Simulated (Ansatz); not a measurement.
H2O on the (110) surface of Ta, space group Im-3m (No. 229) (top face towards +c; held atoms: 1, 2, 3, 4), one molecule per 30.5 Å². Starting structure (flat, lowest atom O over a top Ta site; the molecule's atoms stand last):

```
Ta O H
1.0
     5.68969    0.00000    0.00000
    -1.89656    5.36430    0.00000
     0.00000    0.00000   22.64562
Ta O H
12 1 2
Direct
  0.25000 0.25000 0.35327
  0.25000 0.75000 0.35327
  0.75000 0.25000 0.35327
  0.75000 0.75000 0.35327
  0.50000 0.50000 0.45381
  0.50000 0.00000 0.45381
  0.00000 0.50000 0.45381
  0.00000 0.00000 0.45381
  0.75000 0.75000 0.55415
  0.75000 0.25000 0.55415
  0.25000 0.75000 0.55415
  0.25000 0.25000 0.55415
  0.25000 0.25000 0.67161
  0.37187 0.15991 0.67161
  0.08523 0.11658 0.67161
```

Computed with DFT PBE+D3(BJ), scalar-relativistic, plane waves, PAW in Ansatz 0.2.0. Plane waves to 420 eV, a k mesh through Γ of 4×4×1 on the computed 15-atom cell and Gaussian smearing (0.10 eV); no spin polarisation. A dipole correction removes the field between periodic images along c.

E_ads is per molecule, from the clean relaxed slab and the free relaxed molecule; negative means bound; no zero-point or thermal terms, forces under 0.04 eV/Å, and the free molecule is spin-polarised where open-shell. Heights count from the highest slab atom.

(1) What does it relax to?

Each end is the local minimum that its start leads to.

Results:

(1) E_ads = -0.72 eV; the molecule stays whole. Final structure after 9 steps:

```
CELL_PARAMETERS angstrom
5.68969 0.00000 0.00000
-1.89656 5.36430 0.00000
0.00000 0.00000 22.64562
ATOMIC_POSITIONS crystal
Ta 0.25000 0.25000 0.35327
Ta 0.25000 0.75000 0.35327
Ta 0.75000 0.25000 0.35327
Ta 0.75000 0.75000 0.35327
Ta 0.50048 0.50058 0.45350
Ta 0.49978 0.00069 0.45274
Ta 0.00078 0.49970 0.45257
Ta 0.99994 0.00014 0.45419
Ta 0.74455 0.74652 0.55368
Ta 0.75337 0.24778 0.55161
Ta 0.24912 0.74641 0.55170
Ta 0.25302 0.25555 0.56026
O 0.24777 0.20025 0.66172
H 0.39720 0.15271 0.66784
H 0.10583 0.04283 0.66367
```